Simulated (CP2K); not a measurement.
**Ge: equation of state with LDA**

**The experiment to reproduce.**

“Sub-monolayer structures of Ag overlayers on Ge(111): experimental observations and first-principles study”, 2019, arxiv:1908.00180 quotes, for a bulk crystal of Ge: bulk modulus 75.8 GPa.

The system is Ge.

```
Ge
1.0
     4.00068    0.00000    0.00000
     2.00034    3.46469    0.00000
     2.00034    1.15490    3.26654
Ge
2
Direct
  0.75000 0.75000 0.75000
  0.50000 0.50000 0.50000
```

* Program: CP2K 2026.2
* Task: equation of state
* Functional: LDA
* Potentials or basis: GTH_POTENTIALS Ge GTH-PADE-q4; TZVP-MOLOPT-PBE-GTH basis
* Density cutoff: 6123 eV
* k mesh: 8 × 8 × 8
* Occupations: fermi-dirac, width 0.05 eV
* Spin: no spin polarisation

The equilibrium volume is 21.72 Å³/atom, the bulk modulus is 73 GPa and the pressure derivative of the bulk modulus is 4.6 (rough: it moves with the points fitted).

Energy against volume, from the lowest point:
```csv
volume (Å³/atom),energy (meV/atom)
21.281,2.18
21.733,0.00
22.186,2.20
22.639,8.18
23.092,17.49
23.545,29.87
23.997,44.98
```

All runs of the series together: 2.6 min on 1 thread of Intel(R) Xeon(R) Platinum 8259CL CPU @ 2.50GHz (Skylake/Cascade Lake), on a shared host.

Measured bulk modulus of Ge: 75.8 GPa (quoted in “Sub-monolayer structures of Ag overlayers on Ge(111): experimental observations and first-principles study”, 2019, arxiv:1908.00180). This calculation gives 73 GPa (-3.9 %). The fit is for a static lattice scaled at fixed shape and fixed fractional positions.

Caveat: the basis of atomic orbitals isn't converged, which shifts pressures, moduli and gaps.
